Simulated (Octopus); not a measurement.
BAs under changes of volume

One of the cells (13.626 Å³/atom); the others are scaled copies at fixed shape and fractional positions:

```xyz
2
Lattice="0.0000 2.3885 2.3885 2.3885 0.0000 2.3885 2.3885 2.3885 0.0000" Properties=species:S:1:pos:R:3 pbc="T T T"
As    3.5827    3.5827    3.5827
B     0.0000    0.0000    0.0000
```

```yaml
Program: Octopus 16.4
Functional: PBE
Potentials_or_basis: pseudodojo_pbe (PseudoDojo 0.5, PBE)
Grid_spacing: 0.130 Å
k_mesh: 10 × 10 × 10
Occupations: fermi-dirac, width 0.05 eV
Spin: no spin polarisation
```

```csv
volume (Å³/atom),energy over the lowest point (meV/atom),gap on the mesh (eV)
12.809,?,?
13.081,32.93,1.15
13.354,17.08,1.18
13.626,7.08,1.20
13.899,1.49,1.22
14.171,0.00,1.23
14.444,2.94,1.25
```

What does the run at 12.809 Å³/atom give?

Energy over the lowest point 52.53 meV/atom; gap on the mesh 1.13 eV.

Worked out: A Birch-Murnaghan fit of order 3 (a polynomial in V^(-2/3)) to the other rows has its minimum at 14.12 Å³/atom with B0 = V·E''(V) = 122 GPa and B' = 4.1. It gives 54.27 meV/atom at 12.809 Å³/atom, against the run's 52.53. A straight line through the other rows of the gap, of slope 0.968 eV per unit of ln V, extrapolates to 1.14 eV, against the run's 1.13.

Energies are extrapolated to zero smearing.

A mesh can miss the band edges. Spin-orbit coupling on As is left out.
